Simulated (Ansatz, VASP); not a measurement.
**HgTe in VASP and in Ansatz**

File INCAR:

```
SYSTEM = HgTe
PREC     = Accurate       ! precision mode
ENCUT    = 520            ! plane-wave cutoff, eV
EDIFF    = 1E-6           ! SCF threshold, eV
ISMEAR   = 0              ! smearing method
SIGMA    = 0.15           ! smearing width, eV
LREAL    = .False.        ! projectors in reciprocal space
LASPH    = .True.         ! aspherical terms in the spheres
NELM     = 80             ! most SCF steps
ALGO     = Normal         ! electronic algorithm
ISIF     = 2              ! what is computed and relaxed
LWAVE    = .False.        ! write WAVECAR
LCHARG   = .True.         ! write CHGCAR
GGA      = PS             ! functional
LELF     = .True.         ! ELF
LVHAR    = .True.       
NBANDS   = 16             ! bands
```

The input KPOINTS:

```
regular mesh
0
Gamma
  14 14 14
  0 0 0
```

Contents of POSCAR:

```
HgTe
1.0
    0.0000000000      2.9656200000      3.2235000000
    2.9656200000      0.0000000000      3.2235000000
    2.9656200000      2.9656200000      0.0000000000
Hg Te
1 1
Direct
    0.0000000000      0.0000000000      0.0000000000
    0.7500000000      0.7500000000      0.7500000000
```

Input for Ansatz:

```yaml
crystal:
  lattice:
    - [0.0, 2.96562, 3.2235]
    - [2.96562, 0.0, 3.2235]
    - [2.96562, 2.96562, 0.0]
  atoms:
    - { symbol: Hg, position: [0.0, 0.0, 0.0] }
    - { symbol: Te, position: [0.75, 0.75, 0.75] }
basis:
  ecutwfc: 420
kpoints:
  mp_grid: { grid: [14, 14, 14] }
hamiltonian:
  xc: pbesol
scf:
  occupations: { method: gaussian, width: 0.15 }
output:
  forces: true
  stress: true
  eigenvalues: true
```

Change from the starting cell: strain -0.080 along x and y, +0.000 along z, atoms carried along.

Alike in both runs: task single point; functional PBEsol; k mesh 14 × 14 × 14; occupations gaussian, width 0.15 eV; no spin polarisation.

|  | VASP | Ansatz |
| --- | --- | --- |
| version | VASP 6.6.1 | Ansatz 0.2.0 |
| potentials or method | VASP PAW PBE potentials, release 64 (Hg, Te) | scalar-relativistic, plane waves, PAW |
| plane-wave cutoff (eV) | 520 | 420 |
| valence electrons in the cell | 18 | 36 |

|  | VASP | Ansatz | Ansatz less VASP |
| --- | --- | --- | --- |
| gap on the k mesh at the Fermi level (eV) | none | none | - |
| pressure (GPa) | 13.7 | 13.4 | -0.30 |
| largest component of the traceless stress (GPa) | 0.41 | 0.40 | -0.004 |

A gap of «none» marks a metal or a gap that the smearing closes. The two sets of potentials don't hold the same shells in valence.

Caveats: the PAW data sets were made with another functional, which shifts forces and pressure a little (VASP). Spin-orbit coupling is left out, which matters for the levels of Hg, Te.
